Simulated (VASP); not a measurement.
Input of a VASP 6.6.1 run:

File POSCAR:

```
CuAu
1.0
    2.8325200000      0.0000000000      0.0000000000
    0.0000000000      2.8325200000      0.0000000000
    0.0000000000      0.0000000000      3.5471100000
Cu Au
1 1
Direct
    0.5000000000      0.5000000000      0.5000000000
    0.0000000000      0.0000000000      1.0000000000
```

Contents of INCAR.step1:

```
PREC = Accurate
ENCUT = 520
EDIFF = 1E-5
ISMEAR = 0
SIGMA = 0.1
LREAL = F
LASPH = T
NELM = 60
ALGO = Normal
ISIF = 2
LWAVE = T
LCHARG = F
GGA = PE
```

File INCAR.step2:

```
PREC = Accurate
ENCUT = 520
EDIFF = 1E-6
ISMEAR = 0
SIGMA = 0.1
LREAL = F
LASPH = T
NELM = 60
ALGO = Normal
ISIF = 2
LWAVE = F
LCHARG = F
GGA = PE
LHFCALC = T
HFSCREEN = 0.2
PRECFOCK = Fast
ISTART = 1
```

KPOINTS

```
Automatic mesh
0
Gamma
  8 8 6
```

Potentials or basis: VASP PAW PBE potentials, release 64 (Cu, Au).

Launch:

```console
$ cat potpaw_PBE.64/Cu/POTCAR potpaw_PBE.64/Au/POTCAR > POTCAR
$ cp INCAR.step1 INCAR
$ mpirun -np 1 vasp_std > vasp.out
$ cp INCAR.step2 INCAR
$ mpirun -np 1 vasp_std > vasp.out
```

Question: What does it give for the pressure?

Answer: 6.6 GPa.

Question: Estimate the band gap on the k mesh.

Answer: None (metal or under the smearing width).

Stress tensor (GPa, compression positive):
```
6.53 0.00 0.00
0.00 6.53 0.00
0.00 0.00 6.88
```

Caveat: the PAW data sets were made with another functional, which shifts forces and pressure a little. Spin-orbit coupling is left out, which matters for the levels of Au.
